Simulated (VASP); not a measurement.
Runs of VASP 6.6.1 on B. The structure is hexagonal, space group P6_3/mmc (No. 194). The conventional cell has a = 1.747 Å, b = 1.747 Å, c = 10.797 Å, α = 90.00°, β = 90.00°, γ = 120.00°. B (site symmetry -6m2) has 6 B at 1.75 Å as nearest neighbours. This isn't the form of B at room conditions, which is rhombohedral.

```tsv
cell	k mesh	gap on the mesh (eV)	pressure (GPa)
P6_3/mmc, 14.27 Å³/atom	23 × 23 × 4	none	-5.5
P6_3/mmc, 12.08 Å³/atom	23 × 23 × 4	none	17.9
P6_3/mmc, 13.17 Å³/atom	23 × 23 × 4	none	(a)
P6_3/mmc, 13.72 Å³/atom	34 × 34 × 5	none	-0.9
```

Alike in all rows: task single point; level RPBE; potentials or basis VASP PAW PBE potentials, release 64 (B); no spin polarisation; cutoff (eV) 520; smearing fermi-dirac 0.1 eV.

Q: Fill in the values left out.

A: (a) 4.1.

Caveats: this functional lacks dispersion, which binds the layers, so the pressure and a relaxed spacing across them are unreliable; the PAW data sets were made with another functional, which shifts forces and pressure a little (some runs); so large a pressure means that the cell lies far from this level's equilibrium, or that cutoff or potentials fall short (some runs); the potentials were made for another functional, which shifts forces and pressure (some runs).

A gap of «none» marks a metal or a gap under the smearing width.
